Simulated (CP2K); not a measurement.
The system is TiO2.

```
CELL_PARAMETERS angstrom
4.59984 0.00000 0.00000
0.00000 4.59984 0.00000
0.00000 0.00000 2.95921
ATOMIC_POSITIONS crystal
Ti 0.00000 0.00000 0.50000
Ti 0.50000 0.50000 0.00000
O 0.30432 0.30432 0.50000
O 0.19568 0.80432 0.00000
O 0.80432 0.19568 0.00000
O 0.69568 0.69568 0.50000
```

The cell is a database's computed one.

Base run:

| Item | Value |
| --- | --- |
| Program | CP2K 2026.2 |
| Functional | PBE |
| Potentials or basis | POTENTIAL_UZH Ti GTH-SCAN-q12, O GTH-SCAN-q6; DZVP-MOLOPT-SR-GTH basis |
| Density cutoff | 8163 eV |
| k mesh | 6 × 6 × 9 |
| Occupations | fermi-dirac, width 0.05 eV |
| Spin | no spin polarisation |

Its results: band gap on the k mesh 1.70 eV, direct; pressure 5.1 GPa; largest force 0.068 eV/Å.

Question: The run is repeated on the same cell with these changes: potentials or basis from POTENTIAL_UZH Ti GTH-SCAN-q12, O GTH-SCAN-q6; DZVP-MOLOPT-SR-GTH basis to GTH_POTENTIALS Ti GTH-BLYP-q12, O GTH-BLYP-q6; DZVP-MOLOPT-SR-GTH basis; potentials from Ti GTH-SCAN-q12 of POTENTIAL_UZH, O GTH-SCAN-q6 of POTENTIAL_UZH to Ti GTH-BLYP-q12 of GTH_POTENTIALS, O GTH-BLYP-q6 of GTH_POTENTIALS. What comes out?

Answer: Band gap on the k mesh 1.77 eV, direct; pressure 4.3 GPa; largest force 0.086 eV/Å.

Caveats: the potentials were made for another functional, which shifts forces and pressure; an odd mesh through Γ misses points on the zone boundary, where band edges often lie; the basis of atomic orbitals isn't converged, which shifts pressures, moduli and gaps.
